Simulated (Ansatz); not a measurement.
A run of Ansatz 0.2.0:

File input.yaml:

```yaml
crystal:
  lattice:
    - [-2.029189411, 2.029189411, 1.6607599896]
    - [2.029189411, -2.029189411, 1.6607599896]
    - [2.029189411, 2.029189411, -1.6607599896]
  atoms:
    - { symbol: Sn, position: [0.0, 0.0, 0.0] }
hamiltonian:
  xc: pbesol
  pseudopotentials: { kind: paw }
kpoints:
  mp_grid: { grid: [10, 10, 10] }
scf:
  occupations: { method: fermi_dirac, width: 0.05 }
output:
  forces: true
  stress: true
elastic:
  mode: clamped_ion
  stencil: two_point
```

Potentials or basis: Ansatz PAW.

Launch:

```sh
$ ansatz run input.yaml --threads 2 --pin off --max-ram 5632MiB --backend cpu --events-out ev --progress --plain --runs-dir out
```

Hardware: 2 threads of AMD EPYC 7R43 64-Core Processor (Zen 3), on a shared host.

Q: Estimate the wall time of this run.

A: Wall time 20 s on 2 threads of AMD EPYC 7R43 64-Core Processor (Zen 3), on a shared host, peak memory 0.42 GiB. Counts: scf iterations 51, plane waves 545, k points 102, bands 11.
